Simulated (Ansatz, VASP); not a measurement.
**Os in VASP and in Ansatz**

```
Os
1.0
    -0.05835    1.91582    1.91582
     1.91582   -0.05835    1.91582
     1.91582    1.91582   -0.05835
Os
1
Direct
  0.00000 0.00000 0.00000
```

Change from the starting cell: equal xy, yz and zx shear strains of -3 %.

Alike in both runs: task single point; functional PBE; k mesh 14 × 14 × 14; occupations fermi-dirac, width 0.05 eV; no spin polarisation.

|  | VASP | Ansatz |
| --- | --- | --- |
| version | VASP 6.6.1 | Ansatz 0.2.0 |
| potentials or method | VASP PAW PBE potentials, release 64 (Os), cutoff 520 eV | all-electron LAPW, scalar-relativistic |

Ansatz gave:

```
pressure (GPa)                                  : -8.3
largest component of the traceless stress (GPa) : 7.85
```

Task: Which values does VASP return?

Result: Pressure (GPa): -8.5; largest component of the traceless stress (GPa): 7.79.

Ansatz ran all-electron here, so the differences hold the error of VASP's frozen core and of both bases.

Spin-orbit coupling is left out, which matters for the levels of Os.
